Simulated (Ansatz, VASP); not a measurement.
# MgI2 in VASP and in Ansatz

```xyz
3
Lattice="4.0840 0.0000 0.0000 -2.0420 3.5369 0.0000 0.0000 0.0000 6.7870" Properties=species:S:1:pos:R:3 pbc="T T T"
I     2.0420    1.1790    5.0903
I     0.0000    2.3579    1.6968
Mg    0.0000    0.0000    0.0000
```

Change from the starting cell: volume scaled by 0.96.

Alike in both runs: task single point; functional PBE; k mesh 8 × 8 × 4; occupations fermi-dirac, width 0.05 eV; no spin polarisation.

```csv
,VASP,Ansatz
version,VASP 6.6.1,Ansatz 0.2.0
potentials or method,"VASP PAW PBE potentials, release 64 (I, Mg)",Ansatz PAW
plane-wave cutoff (eV),520,420
valence electrons in the cell,16,44
```

Ansatz gave:

* gap on the k mesh at the Fermi level (eV): 3.53
* least direct gap on the mesh (eV): 3.82
* pressure (GPa): 2.0
* largest component of the traceless stress (GPa): 0.41
* rms of the force components (eV/Å): 0.030

Question: What did VASP give for the same quantities?

Answer: gap on the k mesh at the Fermi level (eV): 3.51; least direct gap on the mesh (eV): 3.80; pressure (GPa): 2.0; largest component of the traceless stress (GPa): 0.40; rms of the force components (eV/Å): 0.035.

Atom by atom the forces differ by 0.005 eV/Å (rms over components). The two sets of potentials don't hold the same shells in valence.

Caveats: spin-orbit coupling is left out, which moves the levels of the heavy elements; the cell's inner coordinates are idealised or old, which leaves forces on the atoms; this functional lacks dispersion, which binds the layers, so the pressure and a relaxed spacing across them are unreliable. A k mesh can miss the band edges.
